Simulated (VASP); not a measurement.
# A VASP 6.6.1 single-point calculation on Si

INCAR

```
GGA = PE
LCHARG = .FALSE.
LREAL = .FALSE.
ISMEAR = -1
NELM = 120
LWAVE = .FALSE.
NSW = 0
PREC = Accurate
NBANDS = 6
LASPH = .TRUE.
ISIF = 2
EDIFF = 1E-7
ENCUT = 600
SIGMA = 0.02
IBRION = -1
```

KPOINTS

```
KPOINTS created by Atomic Simulation Environment
0
Gamma
8 8 8
0 0 0
```

POSCAR

```
Si
 1.0000000000000000
     0.0000000000000000    2.7221188956232685    2.7221188956232685
     2.7221188956232685    0.0000000000000000    2.7221188956232685
     2.7221188956232685    2.7221188956232685    0.0000000000000000
 Si
   2
Cartesian
  0.0000000000000000 -0.0000000000000000  0.0000000000000000
  1.3610594478116342  1.3610594478116342  1.3610594478116342
```

The recommended PBE PAW datasets give the neutral cell 8 valence electrons.

Command

```
mpirun -np 1 vasp_std
```

OSZICAR

```
N       E                     dE             d eps       ncg     rms          rms(c)
DAV:   1     0.130563394304E+02    0.13056E+02   -0.35279E+03   348   0.115E+03
DAV:   2    -0.104572615839E+02   -0.23514E+02   -0.23329E+02   492   0.117E+02
DAV:   3    -0.110178199784E+02   -0.56056E+00   -0.56056E+00   450   0.211E+01
DAV:   4    -0.110206235696E+02   -0.28036E-02   -0.28036E-02   534   0.159E+00
DAV:   5    -0.110206382947E+02   -0.14725E-04   -0.14725E-04   486   0.780E-02    0.483E+00
DAV:   6    -0.108986174473E+02    0.12202E+00   -0.80091E-02   390   0.198E+00    0.297E+00
DAV:   7    -0.108427873485E+02    0.55830E-01   -0.15441E-01   396   0.291E+00    0.186E-01
DAV:   8    -0.108438897217E+02   -0.11024E-02   -0.43177E-03   414   0.649E-01    0.684E-02
DAV:   9    -0.108440748435E+02   -0.18512E-03   -0.20374E-04   528   0.146E-01    0.547E-02
DAV:  10    -0.108441086798E+02   -0.33836E-04   -0.56308E-05   384   0.718E-02    0.114E-02
DAV:  11    -0.108441085994E+02    0.80434E-07   -0.46971E-07   570   0.687E-03
   1 F= -.10844109E+02 E0= -.10844109E+02  d E =-.168002E-08
```

From OUTCAR

```
k-points           NKPTS =     29   k-points in BZ     NKDIM =     29   number of bands    NBANDS=      6

   NELECT =       8.0000    total number of electrons

   dimension x,y,z NGX =    32 NGY =   32 NGZ =   32
   dimension x,y,z NGXF=    64 NGYF=   64 NGZF=   64

  energy-cutoff  :      600.00
  volume of cell :       40.34
      direct lattice vectors                 reciprocal lattice vectors
     0.000000000  2.722118896  2.722118896    -0.183680441  0.183680441  0.183680441
     2.722118896  0.000000000  2.722118896     0.183680441 -0.183680441  0.183680441
     2.722118896  2.722118896  0.000000000     0.183680441  0.183680441 -0.183680441

 k-points in reciprocal lattice and weights: KPOINTS created by Atomic Simulation Env
   0.00000000  0.00000000  0.00000000       0.002
   0.12500000  0.00000000  0.00000000       0.016
   0.25000000  0.00000000  0.00000000       0.016
   0.37500000  0.00000000  0.00000000       0.016
   0.50000000  0.00000000  0.00000000       0.008
   0.12500000  0.12500000  0.00000000       0.012
   0.25000000  0.12500000  0.00000000       0.047
   0.37500000  0.12500000  0.00000000       0.047
   ...

 E-fermi :   6.0587

 k-point     1 :       0.0000    0.0000    0.0000
  band No.  band energies     occupation
      1      -6.1545      2.00000
      2       5.7519      2.00000
      3       5.7519      2.00000
      4       5.7519      2.00000
      5       8.3141      0.00000
      6       8.3141      0.00000

 k-point     2 :       0.1250    0.0000    0.0000
  band No.  band energies     occupation
      1      -5.9516      2.00000
      2       4.1575      2.00000
      3       5.4656      2.00000
      4       5.4656      2.00000
      5       8.2353      0.00000
      6       8.7351      0.00000

 k-point     3 :       0.2500    0.0000    0.0000
  band No.  band energies     occupation
      1      -5.3600      2.00000
      2       1.8415      2.00000
      3       4.9982      2.00000
      4       4.9982      2.00000
      5       7.7579      0.00000
      6       9.2528      0.00000

 k-point     4 :       0.3750    0.0000    0.0000
  band No.  band energies     occupation
      1      -4.4732      2.00000
      2      -0.1654      2.00000
      3       4.6730      2.00000
      4       4.6730      2.00000
      5       7.3939      0.00000
      6       9.2039      0.00000

 k-point     5 :       0.5000    0.0000    0.0000
  band No.  band energies     occupation
      1      -3.8420      2.00000
      2      -1.1790      2.00000
      3       4.5616      2.00000
      4       4.5616      2.00000
      5       7.2658      0.00000
      6       9.0954      0.00000

 k-point     6 :       0.1250    0.1250    0.0000
  band No.  band energies     occupation
      1      -5.8833      2.00000
      2       4.4130      2.00000
      3       4.9531      2.00000
      4       4.9531      2.00000
      5       7.7660      0.00000
      6       9.4448      0.00000

 k-point     7 :       0.2500    0.1250    0.0000
  band No.  band energies     occupation
      1      -5.4176      2.00000
      2       2.5364      2.00000
      3       4.4450      2.00000
      4       4.5167      2.00000
      5       7.8997      0.00000
      6       9.4328      0.00000

 ...

  Total        0.3132023      0.3132023      0.3132023     -0.0000000      0.0000000     -0.0000000
  in kB       12.4389668     12.4389668     12.4389668     -0.0000000      0.0000000     -0.0000000
  external PRESSURE =      12.4389668 kB  Pullay stress =       0.0000000 kB

 POSITION                                       TOTAL-FORCE (eV/Angst)
 -----------------------------------------------------------------------------------
      0.00000      0.00000      0.00000         0.000000      0.000000      0.000000
      1.36106      1.36106      1.36106        -0.000000     -0.000000     -0.000000
 -----------------------------------------------------------------------------------
    total drift:                               -0.000000     -0.000000      0.000000

  FREE ENERGIE OF THE ION-ELECTRON SYSTEM (eV)
  ---------------------------------------------------
  free  energy   TOTEN  =       -10.8441085994 eV

  energy  without entropy=      -10.8441085977  energy(sigma->0) =      -10.84410860
```

It converged. Results: gap between bands v and c on the k mesh 0.63 eV; least direct gap on the k mesh 2.56 eV; pressure 1.2 GPa. Band v is the last that the valence electrons fill when counted band by band, and c is the next.

For comparison, a separate PBE run of the intended cell, on usual settings and not on those above, gives a gap of 0.63 eV on its mesh and a pressure of 1.2 GPa.

The run above took about 5.2 s on one core of a shared host (Intel Xeon Platinum 8488C) and held 0.17 GiB at most.
